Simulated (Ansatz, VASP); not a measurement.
**Two plane-wave programs on H**

```
H
1.0
     3.70979    0.00000    0.00000
     0.00000    3.70979    0.00000
     0.54854    0.00000    4.57118
H
4
Cartesian
  0.5087 0.0000 4.1979
  0.0399 0.0000 0.3733
  2.0893 1.8549 1.9123
  2.1690 1.8549 2.6589
```

Change from the starting cell: shear of c along a, cell held, atoms relaxed: +12.0 %.

Alike in both runs: functional PBE; k mesh 6 × 6 × 6; occupations gaussian, width 0.02 eV; no spin polarisation.

Ansatz relaxed the structure, and its values are those at the end. VASP's run is a single point on that final structure, the one shown.

|  | VASP | Ansatz |
| --- | --- | --- |
| version | VASP 6.6.1 | Ansatz 0.2.0 |
| potentials or method | VASP PAW PBE potentials, release 64 (H) | scalar-relativistic, plane waves, PAW |
| plane-wave cutoff (eV) | 520 | 420 |
| valence electrons in the cell | 4 | 4 |

|  | VASP | Ansatz | Ansatz less VASP |
| --- | --- | --- | --- |
| gap on the k mesh at the Fermi level (eV) | 8.94 | 8.94 | 0.000 |
| least direct gap on the mesh (eV) | 9.25 | 9.25 | 0.000 |
| pressure (GPa) | -0.1 | 0.0 | +0.17 |
| rms of the force components (eV/Å) | 0.009 | 0.003 | -0.0061 |

The functional is the same, so the differences come from potentials, cutoffs and numerics. Ansatz warned: «stress_scf_threshold_loose».

A k mesh can miss the band edges.
